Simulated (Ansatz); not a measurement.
## rocksalt-structured BaS

Level of theory: DFT, PBE, scalar-relativistic, no spin polarisation; plane waves to 420 eV with PAW datasets (Ansatz 0.2.0), 10×10×10 k-mesh, Gaussian smearing of 0.05 eV; PAW files: Ansatz's generated set soft_2.

```xyz
2
Lattice="0.0000 3.2142 3.2142 3.2142 0.0000 3.2142 3.2142 3.2142 0.0000" Properties=species:S:1:pos:R:3 pbc="T T T"
Ba    3.2142    3.2142    3.2142
S     0.0000    0.0000    0.0000
```

The start was a prototype's sites filled with these elements; the Crystallography Open Database holds the compound in this structure.

Cell and atoms are those of this level's equilibrium.

Path: Γ–X–U | K–Γ–L–W–X, with Γ = (0.000, 0.000, 0.000), X = (0.500, 0.000, 0.500), U = (0.625, 0.250, 0.625), K = (0.375, 0.375, 0.750), L = (0.500, 0.500, 0.500), W = (0.500, 0.250, 0.750) in reciprocal vectors of the calculation's cell.

Levels between -3 and 5 eV from the Fermi level at the path's named points:
```tsv
point	below E_F (eV)	above E_F (eV)
Γ	-1.12 -1.12 -1.12	2.48 2.84 2.84 2.84 3.74 3.74
X	-1.59 -1.23 -1.23	1.12 4.86 4.88
U and K	-1.99 -1.66 -1.60	2.23 4.75
L	-2.93 -2.10 -2.10	4.38 4.45
W	-2.15 -1.55 -1.55	3.16 3.16
```

Q: By these bands, is it a metal or an insulator, and if it has a gap, where are the band edges on this path?

A: An insulator with a gap of 2.23 eV on the path, the valence band topping at Γ and the conduction band bottoming at X; the smallest direct gap is 2.35 eV.

Formal charges Ba²⁺, S²⁻ balance and leave closed shells on every ion, so a band insulator is expected, and the gap is 2.23 eV.

**What was measured.** From a printed reference work, monograph, original work of 1988, for a bulk crystal of BaS at 2 K: band gap 3.806 eV (indirect).

The results are compared with them further down.

**Against experiment.** Measured gap of BaS: 3.806 eV (indirect; 2 K; a printed reference work, monograph, original work of 1988). This calculation gives 2.23 eV (-1.57 eV). Kohn–Sham gaps of semilocal functionals mostly fall below measured ones. Spin–orbit coupling is left out here. Temperature and excitons aren't in the calculation.

Run time: 8.8 s on 4 threads of Arm Neoverse N1, on a shared host, peak memory 0.38 GiB.

Semilocal functionals underestimate band gaps, commonly by a third or more. Spin–orbit coupling, which matters for such heavy elements, is left out.
